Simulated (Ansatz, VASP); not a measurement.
One calculation of Ti, two programs

```
Ti
1.0
     2.61827    0.00000    0.00000
     0.00000    2.61827    0.00000
     0.00000    0.00000    2.61827
Ti
1
Direct
  0.00000 0.00000 0.00000
```

Change from the starting cell: volume scaled by 0.975.

Alike in both runs: task single point; functional PBE; k mesh 15 × 15 × 15; occupations fermi-dirac, width 0.05 eV; no spin polarisation.

|  | VASP | Ansatz |
| --- | --- | --- |
| version | VASP 6.6.1 | Ansatz 0.2.0 |
| potentials or method | VASP PAW PBE potentials, release 64 (Ti_sv), cutoff 520 eV | all-electron LAPW, scalar-relativistic |

|  | VASP | Ansatz | Ansatz less VASP |
| --- | --- | --- | --- |
| pressure (GPa) | 1.9 | 2.0 | +0.09 |

Ansatz ran all-electron here, so the differences hold the error of VASP's frozen core and of both bases.
